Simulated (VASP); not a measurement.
Runs of VASP 6.6.1 on ZnSe. Symmetry: F-43m, No. 216, cubic system. The conventional cell has a = 5.640 Å, b = 5.640 Å, c = 5.640 Å, α = 90.00°, β = 90.00°, γ = 90.00°. Zn (site symmetry -43m) has 4 Se at 2.44 Å as nearest neighbours. Se (site symmetry -43m) is surrounded by 4 Zn at 2.44 Å. The cell is a database's computed one.

```csv
level,k mesh,cutoff (eV),smearing,gap on the mesh (eV),pressure (GPa)
PBEsol,8 × 8 × 8,520,gaussian 0.5 eV,1.23,0.0
PBEsol,8 × 8 × 8,700,gaussian 0.02 eV,1.23,0.0
PBEsol,12 × 12 × 12,520,gaussian 0.02 eV,1.23,0.0
PBEsol,8 × 8 × 8,900,gaussian 0.02 eV,1.23,0.0
r2SCAN,8 × 8 × 8,520,gaussian 0.02 eV,(a),1.0
```

Alike in all rows: task single point; potentials or basis VASP PAW PBE potentials, release 64 (Zn, Se); no spin polarisation; cell as given.

Task: Estimate the missing entries.

Result: (a) 1.93.

Caveats: the PAW data sets were made with another functional, which shifts forces and pressure a little.

A k mesh can miss the band edges, and the runs leave out spin-orbit coupling on Se.
